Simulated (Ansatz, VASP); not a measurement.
## One calculation of Pd, two programs

```
Pd
1.0
     2.78367    0.00000    0.00000
    -1.39183    2.41072    0.00000
     0.00000    0.00000    4.62889
Pd
2
Direct
  0.66667 0.33333 0.75000
  0.33333 0.66667 0.25000
```

This isn't the form of Pd at room conditions, which is fcc.

Alike in both runs: task single point; functional PBE; k mesh 6 × 6 × 4; occupations gaussian, width 0.1 eV; collinear spin.

|  | VASP | Ansatz |
| --- | --- | --- |
| version | VASP 6.6.1 | Ansatz 0.2.0 |
| potentials or method | VASP PAW PBE potentials, release 64 (Pd) | scalar-relativistic, plane waves, PAW |
| plane-wave cutoff (eV) | 520 | 420 |
| valence electrons in the cell | 20 | 36 |

```csv
,VASP,Ansatz,Ansatz less VASP
gap on the k mesh at the Fermi level (eV),none,none,-
pressure (GPa),-1.9,-1.6,+0.26
largest component of the traceless stress (GPa),0.48,0.34,-0.135
net moment per atom (μB),0.39,0.38,-0.010
size of the moment on the site where the two differ most (μB),0.39,0.39,-0.002
```

Site moments also hang on the region over which each program counts them. A gap of «none» marks a metal or a gap that the smearing closes. The two sets of potentials don't hold the same shells in valence.

Caveats: the k mesh is coarse (spacing up to 0.43 Å⁻¹), so the values aren't converged.
